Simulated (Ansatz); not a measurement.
All numbers below come from DFT PBE, scalar-relativistic, plane waves, PAW in Ansatz 0.2.0. All cells share a 420 eV cutoff and Γ-centred k meshes spaced at most about 0.3 Å⁻¹ (about 0.25 or finer for metals, 2π included). No spin polarisation.

Each guess is relaxed in cell and atoms at zero pressure, on a coarse mesh first where it starts far from rest and then on a converged one. The steps can't lower the symmetry of the start, but it can rise. Energies are static (0 K, no zero-point motion).

Two unrelaxed guesses for TaSi2:

A.

```cif
data_structure
_symmetry_space_group_name_H-M 'Fm-3m'
_symmetry_Int_Tables_number 225
_cell_length_a 6.2695
_cell_length_b 6.2695
_cell_length_c 6.2695
_cell_angle_alpha 90.000
_cell_angle_beta 90.000
_cell_angle_gamma 90.000
_cell_volume 246.43
loop_
_atom_site_label
_atom_site_type_symbol
_atom_site_symmetry_multiplicity
_atom_site_Wyckoff_symbol
_atom_site_fract_x
_atom_site_fract_y
_atom_site_fract_z
_atom_site_occupancy
Ta1 Ta 4 a 0.00000 0.00000 0.00000 1
Si1 Si 8 c 0.25000 0.75000 0.75000 1
```

B.

```cif
data_structure
_symmetry_space_group_name_H-M 'Cmmm'
_symmetry_Int_Tables_number 65
_cell_length_a 4.7816
_cell_length_b 7.0725
_cell_length_c 3.1382
_cell_angle_alpha 90.000
_cell_angle_beta 90.000
_cell_angle_gamma 90.000
_cell_volume 106.13
loop_
_atom_site_label
_atom_site_type_symbol
_atom_site_symmetry_multiplicity
_atom_site_Wyckoff_symbol
_atom_site_fract_x
_atom_site_fract_y
_atom_site_fract_z
_atom_site_occupancy
Ta1 Ta 2 b 0.50000 0.00000 0.00000 1
Si1 Si 4 j 0.50000 0.64640 0.50000 1
```

Question: Where do they end, and which end is lower?

Answer: B ends lower, by 0.41 eV/atom. A: Fm-3m at 20.5 Å³/atom → Fm-3m (fluorite type) at 18.5 Å³/atom; B: Cmmm at 17.7 Å³/atom → P6/mmm at 14.9 Å³/atom. Counting Si atoms around Ta (those within 1.25 times the shortest such distance or 1.15 times the sum of covalent radii, 1.27 where that leaves under three), the end of A has Ta 8 and the end of B has Ta 12. The end of B holds Si–Si bonds in all directions (shortest 2.54 Å); in the end of A the shortest Si–Si distance is 3.03 Å. End of A. Conventional cell: a = 6.060 Å. Around Ta lie 8 Si at 2.62 Å; Si has 4 Ta at 2.62 Å and 6 Si at 3.03 Å. End of B. Conventional cell: a = 4.408 Å, c = 2.649 Å. Around Ta lie 2 Ta at 2.65 Å and 12 Si at 2.87 Å; around Si lie 5 Si at 2.54–2.65 Å and 6 Ta at 2.87 Å.

Ends held by symmetry can be saddle points. Neither end is the lowest form computed: that has space group P6_422 (No. 181), is reached from a cell as deposited in COD and lies 0.50 eV/atom below the better end. These runs have no spin–orbit coupling, which can matter for Ta. Some structure types and database cells were kept out of the candidates from the start, so a known form may be missing.
